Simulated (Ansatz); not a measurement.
# Ag(110) / 3 layers Pd(110) / Ag(110): resistance against film thickness

Wanted: interface resistance and thickness dependence for Ag(110) / 3 layers Pd(110) / Ag(110).

Program: Ansatz 0.2.0. Level of theory: Ansatz plane-wave DFT, PBE, PAW files; ballistic transport by layer matching (Landauer), zero bias. Results are calculated unless marked as measured.

## 1. Set-up

The cell holds 16 atoms: 13 Ag and 3 Pd. Cell: a = 2.889 Å, b = 4.086 Å, c = 22.520 Å, α = 90.0°, β = 90.0°, γ = 90.0°. It derives from Ag and Pd. Regions: lead, 13 atoms (13 Ag); films, 3 atoms (3 Pd). The structure is stacked along c, and the current runs across the ab planes.

## 2. With 3 layers

The film is laid into the lead at the lead's in-plane lattice, and the cell closes on the lead's own image. The mesh across the current, 26×18, is finer than the density's, because channels open and close sharply across the zone. Energies from -1 to 1 eV in steps of 0.036 eV cover the slope of the Fermi function at 300 K, so the program can form a conductance.

input.yaml reads:

```yaml
crystal:
  lattice:
    - [2.8893797293, 0.0, 0.0]
    - [0.0, 4.0862, 0.0]
    - [0.0, 0.0, 22.5196529193]
  atoms:
    - { symbol: Ag, position: [0.0, 0.0, 0.0320762018] }
    - { symbol: Ag, position: [0.5, 0.5, 0.0962286055] }
    - { symbol: Ag, position: [0.0, 0.0, 0.1603810092] }
    - { symbol: Ag, position: [0.5, 0.5, 0.2245334129] }
    - { symbol: Ag, position: [0.0, 0.0, 0.2886858165] }
    - { symbol: Ag, position: [0.5, 0.5, 0.3528382202] }
    - { symbol: Pd, position: [0.0, 0.0, 0.4125842141] }
    - { symbol: Pd, position: [0.5, 0.5, 0.4679237982] }
    - { symbol: Pd, position: [0.0, 0.0, 0.5232633823] }
    - { symbol: Ag, position: [0.5, 0.5, 0.5830093761] }
    - { symbol: Ag, position: [0.0, 0.0, 0.6471617798] }
    - { symbol: Ag, position: [0.5, 0.5, 0.7113141835] }
    - { symbol: Ag, position: [0.0, 0.0, 0.7754665871] }
    - { symbol: Ag, position: [0.5, 0.5, 0.8396189908] }
    - { symbol: Ag, position: [0.0, 0.0, 0.9037713945] }
    - { symbol: Ag, position: [0.5, 0.5, 0.9679237982] }
kpoints:
  mp_grid: { grid: [13, 9, 2] }
hamiltonian:
  xc: pbe
scf:
  occupations: { method: fermi_dirac, width: 0.1 }
output:
  transmission: { leads: [[0, 1]], kmesh: [26, 18], e_range: [-1.0, 1.0], de: 0.036 }
  write_potential: true
  write_density: true
  volumetric_format: npy
  elf: true
```

Launch:

```sh
$ ansatz run input.yaml --threads 4 --pin off --max-ram 8192MiB --backend cpu --events-out ev --progress --plain --runs-dir out
```

Numbers of over 12 decimals in the logs are rounded to 6 here.

Log:

```text
Engine: ansatz 0.2.0, aarch64-unknown-linux-gnu
Pseudopotentials: kind: paw
Pseudopotential: Ag, paw, valence charge 19, recommended cutoff 420 eV (normal), Ag.paw.azcp
Pseudopotential: Pd, paw, valence charge 18, recommended cutoff 420 eV (normal), Pd.paw.azcp
Functional definition: PBE
  parameter kappa = 0.804
  parameter beta = 0.066725
  exchange = pbe_x(kappa = kappa, mu = beta*pi^2/3)
  correlation = pbe_c(beta = beta)
Crystal: 16 atoms, lattice volume = 265.880 Å³
Basis set: ecut = 420 eV, 5187 PW (Γ)
Bands: 181, of which v1, the nominal top of the filled ones, is band 151 counted from 1 (150 counted from 0)
Symmetry: 8 space group operations
Space group: Pmmm (ITA 47), of the structure as read, at distance tolerance 6.4e-5 Å
k-points: 70 of 234
Non-local potential: Ag, projectors of the file, l = 0: 3, l = 1: 2, l = 2: 2, l = 3: 1
Non-local potential: Pd, projectors of the file, l = 0: 2, l = 1: 2, l = 2: 2, l = 3: 1
PAW form: soft (Blöchl's): semilocal exchange-correlation on the pseudo side does not see the compensation charge
PAW one-centre angular grid: Ag, 590 points (default); XC on 64 Gauss nodes
PAW one-centre angular grid: Pd, 590 points (default); XC on 64 Gauss nodes
Initial density: superposition of atomic densities (neutral atoms: chi_scale 0, normalization atom), corrected by the library's trained network
Initial wavefunctions: pseudopotential atomic-orbital guess
Functional: x = pbe(κ = 0.804, μ = 0.219515), c = pbe(β = 0.066725)
SCF iter   1: F=—  HF=-119595.702326 eV  |F-HF|=—  |Δ(HF+E_count)|=         —  Δρ=9.64e-3  dr2=5.46e0  ethr=1.77e-3  ⟨swp⟩=4.9  Hψ=40062  notcnv=0  defer=843
preconditioner: auto → Kerker (q_TF=auto, 2.785 Å⁻¹)  [metal: Δε(μ)=0.014 eV  Ē_g=10.556 eV  σ=0.100 eV  W_gap=0.04  n_scr=98 (ndim 8)  ℏωp=30.0 eV  f_vac=0.000  D(μ)=7.66/eV (n_scr^D=52)]
SCF iter   2: F=—  HF=-119595.673888 eV  |F-HF|=—  |Δ(HF+E_count)|=   2.84e-2  Δρ=4.84e-3  dr2=2.54e0  ethr=1.77e-3  ⟨swp⟩=1.0  Hψ=14630  notcnv=0  defer=841
SCF iter   3: F=—  HF=-119595.641633 eV  |F-HF|=—  |Δ(HF+E_count)|=   3.23e-2  Δρ=1.49e-3  dr2=4.03e-1  ethr=8.43e-4  ⟨swp⟩=1.0  Hψ=11386  notcnv=0  defer=980
SCF iter   4: F=—  HF=-119595.634604 eV  |F-HF|=—  |Δ(HF+E_count)|=   7.03e-3  Δρ=4.96e-4  dr2=1.04e-2  ethr=1.34e-4  ⟨swp⟩=1.0  Hψ=11386  notcnv=0  defer=980
SCF iter   5: F=—  HF=-119595.634249 eV  |F-HF|=—  |Δ(HF+E_count)|=   3.55e-4  Δρ=1.85e-4  dr2=1.20e-3  ethr=3.44e-6  ⟨swp⟩=1.0  Hψ=14173  notcnv=0  defer=989
SCF iter   6: F=—  HF=-119595.634181 eV  |F-HF|=—  |Δ(HF+E_count)|=   6.83e-5  Δρ=8.31e-5  dr2=2.33e-4  ethr=3.99e-7  ⟨swp⟩=1.2  Hψ=11400  notcnv=0  defer=989
SCF iter   7: F=—  HF=-119595.634152 eV  |F-HF|=—  |Δ(HF+E_count)|=   2.88e-5  Δρ=3.29e-5  dr2=2.29e-5  ethr=7.74e-8  ⟨swp⟩=1.1  Hψ=11379  notcnv=0  defer=989
SCF iter   8: F=—  HF=-119595.634204 eV  |F-HF|=—  |Δ(HF+E_count)|=   5.16e-5  Δρ=9.06e-6  dr2=1.87e-6  ethr=7.60e-9  ⟨swp⟩=1.4  Hψ=11524  notcnv=0  defer=998
SCF iter   9: F=—  HF=-119595.634203 eV  |F-HF|=—  |Δ(HF+E_count)|=   1.05e-7  Δρ=3.73e-6  dr2=3.22e-7  ethr=6.20e-10  ⟨swp⟩=1.9  Hψ=12299  notcnv=0  defer=998
SCF iter  10: F=-119595.634203 eV  HF=-119595.634203 eV  |F-HF|=3.48e-8  |Δ(HF+E_count)|=   2.96e-8  Δρ=1.44e-6  dr2=3.77e-8  ethr=3.32e-11  ⟨swp⟩=8.0  Hψ=43538  notcnv=0
SCF 1 converged in 10 iterations: F = -119595.634203 eV  dr2 = 3.77e-8
  greatest PAW one-centre occupation: 1.000 electrons in one spin orbital (limit 2), on the Ag atom at site 9 (counted from 0), in its partial waves of l = 0
transmission: 434 of 4340 steps passed
transmission: 868 of 4340 steps passed
[...]
transmission: 4340 of 4340 steps passed
SCF converged after 10 iterations
Free energy (F): -119595.634203 eV
Harris-Foulkes:  -119595.634203 eV  (|F-HF|=3.48e-8)
Internal energy: -119595.426379 eV  (E = F + TS)
E sigma→0 (E₀):  -119595.530291 eV
Entropy (-TS):   -0.207824 eV (-12.989 meV/atom)
Fermi energy:    17.744334 eV
--- Per-component energies (eV) ---
  E_band       = -3455.344531
  E_kinetic    = 8403.622552
  E_local      = -34242.764052  (includes V_loc(G=0)·N_el)
  E_nonlocal   = 1691.074635
  E_hartree    = 15361.665386
  E_xc         = -2913.088599
  E_vxc        = -3693.810246  (∫ρ·V_xc dr)
  E_paw        = -61976.387006  (= ΣΔE_a)
  E_vpaw       = -6336.806650  (= ΣTr[D̂ρ^β])
  E_aug_tail   = 0.004878  (compensation charges beyond the density's cutoff)
  E_ewald      = -45919.554174
  E_smearing   = -0.207824  (= −TS)
  E_closure    = -0.000000  (closes the sum)
  Σ components = -119595.634203   (vs F -119595.634203, Δ=0.00e0)
--- Band table (eV; the first three rows and the last of 70) ---
  k-point 0: bands = [... 147 lower, 16.6292, 16.7640, 17.1911, 17.7943, 17.9516, 18.1303, 19.4355, 20.3784, ... 26 higher]
  k-point 1: bands = [... 147 lower, 16.7640, 16.9135, 16.9562, 17.1911, 17.7943, 19.2517, 19.4543, 19.5969, ... 26 higher]
  k-point 2: bands = [... 147 lower, 16.5125, 16.8361, 17.2491, 17.7217, 17.9461, 18.1250, 18.6590, 19.5413, ... 26 higher]
  k-point 69: bands = [... 147 lower, 18.1590, 18.9161, 18.9800, 19.5524, 19.5964, 20.6257, 20.7160, 21.3485, ... 26 higher]
--- Transmission ---
  basis      : 101 plane waves across, 31 finite elements along
  points     : 140, standing for a mesh of 26 x 18
  filling    : by the input's occupations and mesh, since the crystals that have channels conduct as metals do. If one of these is a semiconductor, that mesh has misplaced its level
  energies   : 56 from -1.000000 to 0.980000 eV about the Fermi level, 0.036000 eV apart; the leads are filled to 0.000000 eV, and channels, transmission and decay are at 0.008000 eV
  crystal 0  : Ag1, at the sites [0, 1], period 1.4447 Å, over 18.78 Å; its Hamiltonian steps by up to 1.7 meV
    offset         : up to 0.0000 Å between an atom of the period and one for which it stands
    filled         : 18.8 meV over the level at which it is neutral
    channels       : 1.382479e0 a spin
    conductance    : 9.0577e14 S/m² at 300 K; may be off by some 0.0 % by where its bands' edges are placed, 4.8 % from the k-mesh, 0.2 % from the distance to neutral
    slowest decay  : 0.0691 /Å at (0.0769, 0.5000)
  junction   : crystal 0 to crystal 0, -0.70 to 20.38 Å
    transmission   : 8.545197e-1 a spin
    conductance    : 5.5753e14 S/m² at 300 K (5.5833e14 on every other point, 5.5767e14 on every other energy)
    error estimate : 0.0 % from the energy spacing and 0.0 % from band edges of the leads and from resonances (wavevectors taken as independent; lower de), 5.2 % from the k-mesh, 0.4 % from the steps of its leads' Hamiltonians or their offsets (lay more layers), 1.5 % from the distance to neutral
    resistance     : 6.8959e-4 Ω µm² beyond half of each lead's own
```

Elapsed: 5.9 min, on 4 threads of Arm Neoverse V2, shared host; peak memory 2.6 GiB.

In the SCF lines HF is the Harris–Foulkes energy and dr2 the Hartree energy of the density residual, in eV; the loop may stop once dr2 is under the threshold and the program's other checks hold. Hψ counts applications of the Hamiltonian.

Numbers from this step:

| Item | Value |
| --- | --- |
| free energy | -119595.6342 eV |
| energy at zero smearing | -119595.5303 eV |
| Fermi energy | 17.74 eV |
| cell area | 11.81 Å² |
| step of the lead's potential | 1.7 meV |
| ballistic conductance of the lead | 9.06e14 S/m² |
| estimated errors of the lead's conductance | 0, 4.8, 0.2 % (band edges, k-mesh, distance from neutral) |
| lead conductance per cell | 1.380 G₀ |
| conductance of the junction | 5.58e14 S/m² |
| junction conductance per cell | 0.8496 G₀ |
| estimated errors of the junction's conductance | 0, 0, 5.2, 0.4, 1.5 % (energy step, band edges, k-mesh, leads' steps, distance from neutral) |
| area resistance that the stack adds (contact term taken off, spin by spin) | 0.6896 fΩ m² |

Per spin. Table of transmission, zone mean by energy, zero at the Fermi level:

```
energy (eV)  transmission, zone mean
     -1.000                    0.876
     -0.964                    0.857
     -0.892                    0.847
     -0.856                    0.867
     -0.784                    0.845
     -0.748                    0.833
     -0.676                    0.799
     -0.640                    0.815
     -0.568                    0.791
     -0.532                    0.766
     -0.460                    0.720
     -0.424                    0.753
     -0.352                    0.762
     -0.316                    0.778
     -0.244                    0.780
     -0.208                    0.797
     -0.136                    0.798
     -0.100                    0.798
     -0.028                    0.827
      0.008                    0.855
      0.080                    0.906
      0.116                    0.930
      0.188                    0.970
      0.224                    0.985
      0.296                     1.00
      0.332                     1.01
      0.404                     1.04
      0.440                     1.05
      0.512                     1.05
      0.548                     1.06
      0.620                     1.08
      0.656                     1.09
      0.728                     1.11
      0.764                     1.11
      0.836                     1.10
      0.872                     1.10
      0.944                     1.10
      0.980                     1.11
```

Per spin. The open channels, zone mean, lead by energy, zero at the Fermi level:

```csv
energy (eV),"open channels, zone mean, lead"
-1.000,1.18
-0.928,1.18
-0.856,1.21
-0.784,1.23
-0.712,1.23
-0.676,1.23
-0.604,1.24
-0.532,1.31
-0.460,1.35
-0.388,1.37
-0.316,1.37
-0.244,1.37
-0.172,1.35
-0.100,1.37
-0.028,1.37
0.008,1.38
0.080,1.37
0.152,1.40
0.224,1.43
0.296,1.43
0.368,1.45
0.440,1.45
0.512,1.42
0.584,1.42
0.656,1.43
0.692,1.44
0.764,1.46
0.836,1.45
0.908,1.44
0.980,1.43
```

Transmission over k1 and k2. At 0.0080 eV from the Fermi level.

Ten even steps from '0' (0.00) to '9' (1.96):
```
45566788875200025788876655
13544445556999996555444453
01543211148999998411123451
00432100355799975530012340
00140004444568654444000410
00140045444444444445400410
00141454444444444444541410
00105544444444444444455010
00015544444444444444455100
00105544444444444444455010
00141454444444444444541410
00140045444444444445400410
00140004444568654444000410
00432100355799975530012340
01543211148999998411123451
13544445556999996555444453
45566788875200025788876655
77788999874000004789998877
```
Columns: k1 (b1) from -0.5 to 0.462; rows upwards: k2 (b2) from -0.5 to 0.444.

Open channels over k1 and k2. At 0.0080 eV from the Fermi level.

Values, 12 rows by 16 columns, each cell a mean:
```
2.00 1.74 1.85 2.00 2.00 2.00 2.00 1.18 0.67 1.69 2.00 2.00 2.00 2.00 1.72 1.87
1.74 1.08 1.18 1.54 2.00 2.00 2.00 2.00 2.00 2.00 2.00 2.00 1.95 1.33 1.05 1.21
1.62 1.00 1.00 1.00 1.05 1.67 1.95 2.00 2.00 2.00 1.82 1.46 1.00 1.00 1.00 1.00
1.62 1.00 1.00 1.00 1.00 1.00 1.28 1.33 1.33 1.33 1.15 1.00 1.00 1.00 1.00 1.00
1.62 1.00 1.00 1.00 1.00 1.00 1.00 1.00 1.00 1.00 1.00 1.00 1.00 1.00 1.00 1.00
1.62 1.00 1.00 1.00 1.00 1.00 1.00 1.00 1.00 1.00 1.00 1.00 1.00 1.00 1.00 1.00
1.62 1.00 1.00 1.00 1.00 1.00 1.00 1.00 1.00 1.00 1.00 1.00 1.00 1.00 1.00 1.00
1.62 1.00 1.00 1.00 1.00 1.00 1.00 1.00 1.00 1.00 1.00 1.00 1.00 1.00 1.00 1.00
1.62 1.00 1.00 1.00 1.03 1.33 1.90 2.00 2.00 2.00 1.64 1.23 1.00 1.00 1.00 1.00
1.62 1.00 1.00 1.21 1.69 2.00 2.00 2.00 2.00 2.00 2.00 1.90 1.62 1.00 1.00 1.00
2.00 1.49 1.69 2.00 2.00 2.00 2.00 1.59 1.33 1.85 2.00 2.00 2.00 2.00 1.44 1.74
2.00 2.00 2.00 2.00 2.00 2.00 1.69 0.26 0.00 0.72 2.00 2.00 2.00 2.00 2.00 2.00
```
Columns: k1 (b1) from -0.5 to 0.462; rows upwards: k2 (b2) from -0.5 to 0.444.

Valence density in the ca plane at fractional y = 0.000, with atoms of Ag and Pd within 0.2 Å of it. It is the smooth field of the valence electrons, not physical close to the nuclei.

Ten even steps from '0' (0 e/Å³) to '9' (19 e/Å³), each cell a mean:
```
75100014751000147510001563000255300003762000
21000001210000012100000121000022100001220000
00000000000000000000000000000000000000000000
00000000000000000000000000000000000000000000
00000000000000000000000000000000000000000000
10000000100000001000000010000001000000100000
53100003531000035300001342000134200002441000
97200015972000159610002664100266400004983000
```
Columns run along c (16.0 Å, from fractional 0.03 to 0.74 of the cell), rows up along a (2.9 Å). Atoms in or near the plane, at fractional coordinates: Ag at (0.03, 0.00), Ag at (0.16, 0.00), Ag at (0.29, 0.00), Pd at (0.41, 0.00), Pd at (0.52, 0.00), Ag at (0.65, 0.00).

Electrostatic potential energy in the ca plane at fractional y = 0.000, with atoms of Ag and Pd within 0.2 Å of it. With pseudopotentials it is smooth inside the atoms' cores, unlike the true potential.

Ten even steps from '0' (-36 eV) to '9' (21 eV), each cell a mean:
```
22589853225898532258983001587200169963224799
44799975447999754579996324898633589985446899
78999998789999987899999878999987899998778999
99999999999999999999999999999999999999999999
89999999899999998999999999999999999999889999
56899986568999865689998556899755799987567999
23589963235898632368984102698410379974335899
12489852124898521248972000587200069863124799
```
Columns run along c (16.0 Å, from fractional 0.03 to 0.74 of the cell; values clipped at the 3rd and 97th percentile), rows up along a (2.9 Å). Atoms in or near the plane, at fractional coordinates: Ag at (0.03, 0.00), Ag at (0.16, 0.00), Ag at (0.29, 0.00), Pd at (0.41, 0.00), Pd at (0.52, 0.00), Ag at (0.65, 0.00).

ELF in the ca plane at fractional y = 0.000, with atoms of Ag and Pd within 0.2 Å of it. It is the smooth field of the valence electrons, not physical close to the nuclei.

Values, 5 rows by 16 columns, each cell a mean:
```
0.59 0.20 0.44 0.56 0.18 0.49 0.51 0.21 0.47 0.40 0.35 0.49 0.24 0.44 0.56 0.18
0.26 0.17 0.22 0.25 0.16 0.23 0.24 0.17 0.28 0.22 0.20 0.30 0.17 0.21 0.25 0.16
0.17 0.16 0.17 0.17 0.16 0.16 0.16 0.16 0.19 0.17 0.16 0.19 0.16 0.16 0.16 0.16
0.37 0.17 0.29 0.35 0.17 0.31 0.32 0.18 0.39 0.29 0.26 0.41 0.19 0.28 0.35 0.17
0.67 0.21 0.50 0.63 0.19 0.55 0.58 0.22 0.43 0.41 0.37 0.43 0.25 0.49 0.63 0.19
```
Columns run along c (16.0 Å, from fractional 0.03 to 0.74 of the cell), rows up along a (2.9 Å). Atoms in or near the plane, at fractional coordinates: Ag at (0.03, 0.00), Ag at (0.16, 0.00), Ag at (0.29, 0.00), Pd at (0.41, 0.00), Pd at (0.52, 0.00), Ag at (0.65, 0.00).

The lead's potential steps by 1.7 meV from period to period, small in itself. The program estimates the junction's conductance to 5.2 % from the k-mesh, 1.5 % from the leads' distance from neutral and 0.4 % from their steps.

By hand: 1/G − 1/G_lead = 1/0.5575 − 1/0.9058 = 0.690 fΩ m² with G in 10¹⁵ S/m².

## 3. With 5 layers, k-mesh 13×9×1, film layers 5

The stack now holds 5 film layers; the k-mesh follows the cell, and the energies span -0.27 to 0.27 eV.

System of this step: Ag(110) / 5 layers Pd(110) / Ag(110). The cell holds 18 atoms: 13 Ag and 5 Pd. Its edges and angles: a = 2.889 Å, b = 4.086 Å, c = 25.012 Å, α = 90.0°, β = 90.0°, γ = 90.0°. It derives from Ag and Pd. Regions: lead, 13 atoms (13 Ag); films, 5 atoms (5 Pd). The structure is stacked along c, and the current runs across the ab planes.

input.yaml reads:

```yaml
crystal:
  lattice:
    - [2.8893797293, 0.0, 0.0]
    - [0.0, 4.0862, 0.0]
    - [0.0, 0.0, 25.012109372]
  atoms:
    - { symbol: Ag, position: [0.0, 0.0, 0.0288798086] }
    - { symbol: Ag, position: [0.5, 0.5, 0.0866394259] }
    - { symbol: Ag, position: [0.0, 0.0, 0.1443990432] }
    - { symbol: Ag, position: [0.5, 0.5, 0.2021586605] }
    - { symbol: Ag, position: [0.0, 0.0, 0.2599182778] }
    - { symbol: Ag, position: [0.5, 0.5, 0.317677895] }
    - { symbol: Pd, position: [0.0, 0.0, 0.3714702012] }
    - { symbol: Pd, position: [0.5, 0.5, 0.4212951963] }
    - { symbol: Pd, position: [0.0, 0.0, 0.4711201914] }
    - { symbol: Pd, position: [0.5, 0.5, 0.5209451864] }
    - { symbol: Pd, position: [0.0, 0.0, 0.5707701815] }
    - { symbol: Ag, position: [0.5, 0.5, 0.6245624877] }
    - { symbol: Ag, position: [0.0, 0.0, 0.682322105] }
    - { symbol: Ag, position: [0.5, 0.5, 0.7400817222] }
    - { symbol: Ag, position: [0.0, 0.0, 0.7978413395] }
    - { symbol: Ag, position: [0.5, 0.5, 0.8556009568] }
    - { symbol: Ag, position: [0.0, 0.0, 0.9133605741] }
    - { symbol: Ag, position: [0.5, 0.5, 0.9711201914] }
kpoints:
  mp_grid: { grid: [13, 9, 1] }
hamiltonian:
  xc: pbe
scf:
  occupations: { method: fermi_dirac, width: 0.1 }
output:
  transmission:
    leads: [[0, 1]]
    kmesh: [26, 18]
    e_range: [-0.27, 0.27]
    de: 0.036
  write_potential: true
  write_density: true
  volumetric_format: npy
```

Log:

```text
[...]
Crystal: 18 atoms, lattice volume = 295.308 Å³
Basis set: ecut = 420 eV, 5767 PW (Γ)
Bands: 203, of which v1, the nominal top of the filled ones, is band 169 counted from 1 (168 counted from 0)
Symmetry: 8 space group operations
[...]
k-points: 35 of 117
[...]
--- Transmission ---
  basis      : 101 plane waves across, 36 finite elements along
  points     : 140, standing for a mesh of 26 x 18
[...]
filled         : 14.7 meV under the level at which it is neutral
    channels       : 1.382479e0 a spin
[...]
slowest decay  : 0.0600 /Å at (0.0769, 0.5000)
  junction   : crystal 0 to crystal 0, -0.70 to 22.87 Å
    transmission   : 9.010287e-1 a spin
[...]
resistance     : 5.6314e-4 Ω µm² beyond half of each lead's own
[key lines of the parts left out:]
SCF converged after 11 iterations
Free energy (F): -133540.928699 eV
Fermi energy:    17.932260 eV
```

Elapsed: 3.6 min, on 4 threads; peak memory 2.2 GiB; 13 min of CPU time.

This step gave:

* free energy: -133540.9287 eV
* energy at zero smearing: -133540.7395 eV
* Fermi energy: 17.93 eV
* step of the lead's potential: 1.5 meV
* ballistic conductance of the lead: 9.03e14 S/m²
* lead conductance per cell: 1.376 G₀
* conductance of the junction: 5.99e14 S/m²
* junction conductance per cell: 0.9121 G₀
* estimated errors of the junction's conductance: 0, 0, 4.7, 0.6, 0.4 % (energy step, band edges, k-mesh, leads' steps, distance from neutral)
* area resistance that the stack adds (contact term taken off, spin by spin): 0.5631 fΩ m²

Per spin. Table of transmission, zone mean by energy, zero at the Fermi level:

```
energy (eV)  transmission, zone mean
     -0.270                    0.727
     -0.234                    0.733
     -0.198                    0.770
     -0.162                    0.829
     -0.126                    0.859
     -0.090                    0.871
     -0.054                    0.900
     -0.018                    0.920
      0.018                    0.901
      0.054                    0.932
      0.090                    0.931
      0.126                    0.934
      0.162                    0.949
      0.198                    0.960
      0.234                    0.969
      0.270                    0.978
```

The conductance of the junction is 6.0e14 S/m², 7.4 % over the 5.6e14 S/m² of the last finished run, no more than the error estimates, leads' steps apart, of 5.2 and 4.7 % together.

(Continued in part 2 of 2.)

[Logs are printed without paths, hosts, clocks, repeated set-up lines and the standing remarks that a program may print on its own settings, such as how far it seeks lower states.]

[Hosts, paths, dates, database ids (printed as entryN), source tags and the programs' standing remarks are cut or masked in the printed files.]
